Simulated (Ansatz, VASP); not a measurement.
**Si in VASP and in Ansatz**

The input INCAR:

```
SYSTEM = Si
PREC = Accurate ; ENCUT = 520
EDIFF = 1E-6 ; ISMEAR = -1
SIGMA = 0.1 ; LREAL = .FALSE.
LASPH = .TRUE. ; NELM = 60
ALGO = Normal ; ISIF = 2
LWAVE = .FALSE. ; LCHARG = .FALSE.
GGA = RE ; NBANDS = 11
```

File KPOINTS:

```
Automatic mesh
0
G
  15 15 8
  0 0 0
```

POSCAR

```
Si
1.0
    2.7802043359      0.0000000000      0.0000000000
   -1.3901021679      2.4077275826      0.0000000000
    0.0000000000      0.0000000000      4.6856240641
Si
2
Direct
    0.3333333333      0.6666666667      0.2500000000
    0.6666666667      0.3333333333      0.7500000000
```

Input for Ansatz:

```yaml
crystal:
  lattice:
    - [2.7802043359, 0.0, 0.0]
    - [-1.3901021679, 2.4077275826, 0.0]
    - [0.0, 0.0, 4.6856240641]
  atoms:
    - { symbol: Si, position: [0.3333333333, 0.6666666667, 0.25] }
    - { symbol: Si, position: [0.6666666667, 0.3333333333, 0.75] }
hamiltonian:
  xc: revpbe
  pseudopotentials:
    kind: paw
    azcp:
      Si: "pseudopotentials/Si.paw.azcp"
basis:
  ecutwfc: 420
  fft_grid_basis: typed
kpoints:
  mp_grid: { grid: [15, 15, 8], shift: [0, 0, 0] }
magnetization:
  spin_polarized: false
scf:
  occupations: { method: fermi_dirac, width: 0.1 }
  lower_state_search: "off"
output:
  stress: true
```

Alike in both runs: task single point; functional revPBE; k mesh 15 × 15 × 8; occupations fermi-dirac, width 0.1 eV; no spin polarisation.

|  | VASP | Ansatz |
| --- | --- | --- |
| version | VASP 6.6.1 | Ansatz 0.2.0 |
| potentials or method | VASP PAW PBE potentials, release 64 (Si) | plane waves (420 eV) with PAW, scalar-relativistic |
| plane-wave cutoff (eV) | 520 | 420 |
| valence electrons in the cell | 8 | 8 |

VASP gave:

```
pressure (GPa)                                  : -5.9
largest component of the traceless stress (GPa) : 1.01
```

Q: What did Ansatz give for the same quantities?

A: Pressure (GPa): -5.7; largest component of the traceless stress (GPa): 0.98.

With one functional, cell and mesh, what is left measures potentials, basis and numerics.

Caveats: the PAW data sets were made with another functional, which shifts forces and pressure a little (VASP).
